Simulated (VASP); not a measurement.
ZnSe (zincblende): a PBE with spin–orbit coupling single-point calculation in VASP

INCAR

```
MAGMOM = 0.0 0.0 0.0 0.0 0.0 0.0
IBRION = -1
GGA = PE
LSORBIT = .TRUE.
LWAVE = .FALSE.
NBANDS = 29
SIGMA = 0.02
LREAL = .FALSE.
GGA_COMPAT = .FALSE.
PREC = Accurate
ISMEAR = -1
ISIF = 2
ENCUT = 520
NSW = 0
LASPH = .TRUE.
EDIFF = 1E-7
NELM = 120
LCHARG = .FALSE.
```

KPOINTS

```
KPOINTS created by Atomic Simulation Environment
0
Gamma
8 8 8
0 0 0
```

KPOINTS_OPT

```
special points
6
Reciprocal
0.0000000000 0.0000000000 0.0000000000 1
0.5000000000 0.0000000000 0.5000000000 1
0.5000000000 0.2500000000 0.7500000000 1
0.3750000000 0.3750000000 0.7500000000 1
0.5000000000 0.5000000000 0.5000000000 1
0.6250000000 0.2500000000 0.6250000000 1
```

POSCAR

```
Zn Se
 1.0000000000000000
     0.0000000000000000    2.8324206797113822    2.8324206797113822
     2.8324206797113822    0.0000000000000000    2.8324206797113822
     2.8324206797113822    2.8324206797113822    0.0000000000000000
 Zn  Se
   1   1
Cartesian
  0.0000000000000000 -0.0000000000000000  0.0000000000000000
  1.4162103398556911  1.4162103398556911  1.4162103398556911
```

VASP ran with the recommended PBE PAW datasets (18 valence electrons in the cell).

Command

```
mpirun -np 1 vasp_ncl
```

OSZICAR

```
N       E                     dE             d eps       ncg     rms          rms(c)
DAV:   1     0.123104444152E+03    0.12310E+03   -0.83127E+03  2494   0.142E+03
DAV:   2     0.643615286451E+01   -0.11667E+03   -0.10991E+03  2502   0.324E+02
DAV:   3    -0.604287137950E+01   -0.12479E+02   -0.12309E+02  2931   0.103E+02
DAV:   4    -0.632920465419E+01   -0.28633E+00   -0.28575E+00  2819   0.156E+01
DAV:   5    -0.633078499648E+01   -0.15803E-02   -0.15803E-02  2824   0.114E+00    0.478E+00
DAV:   6    -0.605398028298E+01    0.27680E+00   -0.50274E-01  3415   0.267E+01    0.363E+00
DAV:   7    -0.604104230151E+01    0.12938E-01   -0.26420E-01  2759   0.434E+00    0.154E+00
DAV:   8    -0.604130598411E+01   -0.26368E-03   -0.52050E-03  2812   0.792E-01    0.579E-01
DAV:   9    -0.604153428185E+01   -0.22830E-03   -0.89965E-04  3163   0.534E-01    0.255E-01
DAV:  10    -0.604163733745E+01   -0.10306E-03   -0.18183E-04  2830   0.113E-01    0.587E-02
DAV:  11    -0.604170331370E+01   -0.65976E-04   -0.65780E-05  3039   0.157E-01    0.157E-02
DAV:  12    -0.604170820178E+01   -0.48881E-05   -0.25924E-05  2865   0.108E-01    0.395E-03
DAV:  13    -0.604170956547E+01   -0.13637E-05   -0.58544E-06  2855   0.204E-02    0.296E-03
DAV:  14    -0.604170947205E+01    0.93424E-07   -0.74012E-07  2857   0.154E-02
   1 F= -.60417095E+01 E0= -.60417095E+01  d E =-.444248E-11  mag=     0.0000    -0.0000    -0.0000
       N       E                     dE             ncg
DAV:   1     0.471425192161E+03   -0.27385E+04      348
DAV:   2    -0.214469337854E+03   -0.68589E+03      348
DAV:   3    -0.283753978939E+03   -0.69285E+02      417
DAV:   4    -0.285082269183E+03   -0.13283E+01      388
DAV:   5    -0.285088864399E+03   -0.65952E-02      412
DAV:   6    -0.285088918767E+03   -0.54368E-04      393
DAV:   7    -0.285088919407E+03   -0.63979E-06      430
DAV:   8    -0.285088919415E+03   -0.80200E-08      339
```

From OUTCAR

```
k-points           NKPTS =     43   k-points in BZ     NKDIM =     43   number of bands    NBANDS=     29

   NELECT =      18.0000    total number of electrons

   dimension x,y,z NGX =    30 NGY =   30 NGZ =   30
   dimension x,y,z NGXF=    60 NGYF=   60 NGZF=   60

  energy-cutoff  :      520.00
  volume of cell :       45.45
      direct lattice vectors                 reciprocal lattice vectors
     0.000000000  2.832420680  2.832420680    -0.176527450  0.176527450  0.176527450
     2.832420680  0.000000000  2.832420680     0.176527450 -0.176527450  0.176527450
     2.832420680  2.832420680  0.000000000     0.176527450  0.176527450 -0.176527450

 k-points in reciprocal lattice and weights: KPOINTS created by Atomic Simulation Env
   0.00000000  0.00000000  0.00000000       0.002
   0.12500000  0.00000000  0.00000000       0.008
  -0.12500000  0.00000000  0.00000000       0.008
   0.25000000  0.00000000  0.00000000       0.008
  -0.25000000  0.00000000  0.00000000       0.008
   0.37500000  0.00000000  0.00000000       0.008
  -0.37500000  0.00000000  0.00000000       0.008
   0.50000000  0.00000000  0.00000000       0.008
   ...

 E-fermi :   2.1602

 k-point     1 :       0.0000    0.0000    0.0000
  band No.  band energies     occupation
      1     -11.6415      1.00000
      2     -11.6415      1.00000
      3      -5.0388      1.00000
      4      -5.0388      1.00000
      5      -5.0388      1.00000
      6      -5.0388      1.00000
      7      -4.8180      1.00000
      8      -4.8180      1.00000
      9      -4.4999      1.00000
     10      -4.4999      1.00000
     11      -4.4999      1.00000
     12      -4.4999      1.00000
     13       1.3740      1.00000
     14       1.3740      1.00000
     15       1.7514      1.00000
     16       1.7514      1.00000
     17       1.7514      1.00000
     18       1.7514      1.00000
     19       2.9222      0.00000
     20       2.9222      0.00000
     21       7.3282      0.00000
     22       7.3282      0.00000
     23       7.4731      0.00000
     24       7.4731      0.00000
     25       7.4731      0.00000
     26       7.4731      0.00000
     27      11.5583      0.00000
     28      11.5583      0.00000
     29      13.0895      0.00000

 k-point     2 :       0.1250    0.0000    0.0000
  band No.  band energies     occupation
      1     -11.5405      1.00000
      2     -11.5405      1.00000
      3      -5.0423      1.00000
      4      -5.0248      1.00000
      5      -5.0248      1.00000
      6      -5.0173      1.00000
      7      -4.8047      1.00000
      8      -4.8047      1.00000
      9      -4.5092      1.00000
     10      -4.5064      1.00000
     11      -4.5064      1.00000
     12      -4.4789      1.00000
     13       0.2908      1.00000
     14       0.2908      1.00000
     15       1.3623      1.00000
     16       1.3623      1.00000
     17       1.5909      1.00000
     18       1.6007      1.00000
     19       3.9103      0.00000
     20       3.9103      0.00000
     21       7.3651      0.00000
     22       7.3651      0.00000
     23       7.6353      0.00000
     24       7.6353      0.00000
     25       7.7284      0.00000
     26       7.7310      0.00000
     27      12.3044      0.00000
     28      12.3050      0.00000
     29      12.3099      0.00000

 k-point     3 :      -0.1250    0.0000    0.0000
  band No.  band energies     occupation
      1     -11.5405      1.00000
      2     -11.5405      1.00000
      3      -5.0423      1.00000
      4      -5.0248      1.00000
      5      -5.0248      1.00000
      6      -5.0173      1.00000
      7      -4.8047      1.00000
      8      -4.8047      1.00000
      9      -4.5092      1.00000
     10      -4.5064      1.00000
     11      -4.5064      1.00000
     12      -4.4789      1.00000
     13       0.2908      1.00000
     14       0.2908      1.00000
     15       1.3623      1.00000
     16       1.3623      1.00000
     17       1.5909      1.00000
     18       1.6007      1.00000
     19       3.9103      0.00000
     20       3.9103      0.00000
     21       7.3651      0.00000
     22       7.3651      0.00000
     23       7.6353      0.00000
     24       7.6353      0.00000
     25       7.7284      0.00000
     26       7.7310      0.00000
     27      12.3044      0.00000
     28      12.3050      0.00000
     29      12.3092      0.00000

 k-point     4 :       0.2500    0.0000    0.0000
  band No.  band energies     occupation
      1     -11.2783      1.00000
      2     -11.2783      1.00000
      3      -5.0295      1.00000
      4      -4.9931      1.00000
      5      -4.9665      1.00000
      6      -4.9665      1.00000
      7      -4.7632      1.00000
      8      -4.7632      1.00000
      9      -4.5163      1.00000
     10      -4.5163      1.00000
     11      -4.4971      1.00000
     12      -4.4530      1.00000
     13      -1.4283      1.00000
     14      -1.4283      1.00000
     15       1.0308      1.00000
     16       1.0308      1.00000
     17       1.2581      1.00000
     18       1.2714      1.00000
     19       4.3775      0.00000
     20       4.3775      0.00000
     21       8.0105      0.00000
     22       8.0105      0.00000
     23       8.1035      0.00000
     24       8.1067      0.00000
     25       8.2008      0.00000
     26       8.2008      0.00000
     27      12.0608      0.00000
     28      12.0610      0.00000
     29      12.0758      0.00000

 k-point     5 :      -0.2500    0.0000    0.0000
  band No.  band energies     occupation
      1     -11.2783      1.00000
      2     -11.2783      1.00000
      3      -5.0295      1.00000
      4      -4.9931      1.00000
      5      -4.9665      1.00000
      6      -4.9665      1.00000
      7      -4.7632      1.00000
      8      -4.7632      1.00000
      9      -4.5163      1.00000
     10      -4.5163      1.00000
     11      -4.4971      1.00000
     12      -4.4530      1.00000
     13      -1.4283      1.00000
     14      -1.4283      1.00000
     15       1.0308      1.00000
     16       1.0308      1.00000
     17       1.2581      1.00000
     18       1.2714      1.00000
     19       4.3775      0.00000
     20       4.3775      0.00000
     21       8.0105      0.00000
     22       8.0105      0.00000
     23       8.1036      0.00000
     24       8.1067      0.00000
     25       8.2008      0.00000
     26       8.2008      0.00000
     27      12.0608      0.00000
     28      12.0615      0.00000
     29      12.0772      0.00000

 k-point     6 :       0.3750    0.0000    0.0000
  band No.  band energies     occupation
      1     -10.9837      1.00000
      2     -10.9837      1.00000
      3      -5.0110      1.00000
      4      -4.9852      1.00000
      5      -4.8344      1.00000
      6      -4.8344      1.00000
      7      -4.7016      1.00000
      8      -4.7016      1.00000
      9      -4.4785      1.00000
     10      -4.4785      1.00000
     11      -4.4645      1.00000
     12      -4.4329      1.00000
     13      -2.8697      1.00000
     14      -2.8697      1.00000
     15       0.7493      1.00000
     16       0.7493      1.00000
     17       0.9729      1.00000
     18       0.9823      1.00000
     19       4.2553      0.00000
     20       4.2553      0.00000
     21       8.0377      0.00000
     22       8.0377      0.00000
     23       8.1072      0.00000
     24       8.1093      0.00000
     25       9.6630      0.00000
     26       9.6630      0.00000
     27      12.0729      0.00000
     28      12.0729      0.00000
     29      13.1613      0.00000

 k-point     7 :      -0.3750    0.0000    0.0000
  band No.  band energies     occupation
      1     -10.9837      1.00000
      2     -10.9837      1.00000
      3      -5.0110      1.00000
      4      -4.9852      1.00000
      5      -4.8344      1.00000
      6      -4.8344      1.00000
      7      -4.7016      1.00000
      8      -4.7016      1.00000
      9      -4.4785      1.00000
     10      -4.4785      1.00000
     11      -4.4645      1.00000
     12      -4.4329      1.00000
     13      -2.8697      1.00000
     14      -2.8697      1.00000
     15       0.7493      1.00000
     16       0.7493      1.00000
     17       0.9729      1.00000
     18       0.9823      1.00000
     19       4.2553      0.00000
     20       4.2553      0.00000
     21       8.0377      0.00000
     22       8.0377      0.00000
     23       8.1072      0.00000
     24       8.1093      0.00000
     25       9.6630      0.00000
     26       9.6630      0.00000
     27      12.0729      0.00000
     28      12.0729      0.00000
     29      13.1603      0.00000

 ...

  Total        0.6965777      0.6965777      0.6965777      0.0000000     -0.0000000      0.0000000
  in kB       24.5570883     24.5570883     24.5570883      0.0000000     -0.0000000      0.0000000
  external PRESSURE =      24.5570883 kB  Pullay stress =       0.0000000 kB

 POSITION                                       TOTAL-FORCE (eV/Angst)
 -----------------------------------------------------------------------------------
      0.00000      0.00000      0.00000         0.000000      0.000000     -0.000000
      1.41621      1.41621      1.41621        -0.000000     -0.000000      0.000000
 -----------------------------------------------------------------------------------
    total drift:                               -0.000000     -0.000000     -0.000000

  FREE ENERGIE OF THE ION-ELECTRON SYSTEM (eV)
  ---------------------------------------------------
  free  energy   TOTEN  =        -6.0417094721 eV

  energy  without entropy=       -6.0417094720  energy(sigma->0) =       -6.04170947
```

- gap between bands v and c: 1.17 eV
- least direct gap: 1.17 eV

Band v is the last that the valence electrons fill when counted band by band, and c is the next.

The run took about 3.9 min on one core of a shared host (Intel Xeon Platinum 8488C) and held 0.35 GiB at most.
